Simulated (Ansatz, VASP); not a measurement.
# Ca in VASP and in Ansatz

```xyz
2
Lattice="4.5872 0.0000 0.0000 0.0000 4.5872 0.0000 0.0000 0.0000 3.9844" Properties=species:S:1:pos:R:3 pbc="T T T"
Ca    0.0000    0.0000    1.9922
Ca    2.2936    2.2936    0.0000
```

Change from the starting cell: biaxial strain in the a-b plane, c and atoms relaxed: +6.0 %.

Alike in both runs: functional PBEsol; k mesh 10 × 10 × 10; occupations gaussian, width 0.1 eV; no spin polarisation.

Ansatz relaxed the structure, and its values are those at the end. VASP's run is a single point on that final structure, the one shown.

```csv
,VASP,Ansatz
version,VASP 6.6.1,Ansatz 0.2.0
potentials or method,"VASP PAW PBE potentials, release 64 (Ca_sv)","scalar-relativistic, plane waves, PAW"
plane-wave cutoff (eV),520,420
valence electrons in the cell,20,20
```

```tsv
	VASP	Ansatz	Ansatz less VASP
gap on the k mesh at the Fermi level (eV)	none	none	-
pressure (GPa)	-0.6	-0.6	0.00
```

A gap of «none» marks a metal or a gap that the smearing closes.

Caveats: the PAW data sets were made with another functional, which shifts forces and pressure a little (VASP).
